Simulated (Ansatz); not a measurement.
## GaN (P6_3mc), clamped-ion strain scan

The calculation used DFT PBE, scalar-relativistic, plane waves, PAW in Ansatz 0.2.0. Settings: plane waves to 420 eV, k-mesh 12×12×6 (Γ-centred), Gaussian smearing 0.05 eV. No spin polarisation. Energies are free energies at this smearing, counted from the undisturbed cell; pressure is positive in compression.

The undisturbed cell (relaxed at this level):

```xyz
4
Lattice="3.2184 0.0000 0.0000 -1.6092 2.7872 0.0000 0.0000 0.0000 5.2430" Properties=species:S:1:pos:R:3 pbc="T T T"
Ga    0.0000    1.8582    5.2385
Ga    1.6092    0.9291    2.6170
N     0.0000    1.8582    1.9707
N     1.6092    0.9291    4.5922
```

The cell is strained by ε times the Voigt pattern (1, 0, 0, 0, 0, 0) (xx, yy, zz, yz, xz, xy; engineering shear) with fractional coordinates fixed.

```tsv
ε	ΔE (meV/atom)
-0.0600	57.6
-0.0450	31.2
-0.0300	13.3
-0.0150	3.2
0.0000	0.0
0.0150	3.0
0.0300	11.5
0.0450	24.8
0.0525	33.1
0.0600	42.5
```

**Question.** Predict the stress summed along the pattern (GPa, tension positive) at each point.

**Answer.**
```tsv
ε	stress summed along the pattern (GPa, tension positive)
-0.0600	-28.20
-0.0450	-19.97
-0.0300	-12.57
-0.0150	-5.94
0.0000	0.00
0.0150	5.29
0.0300	10.00
0.0450	14.16
0.0525	16.05
0.0600	17.83
```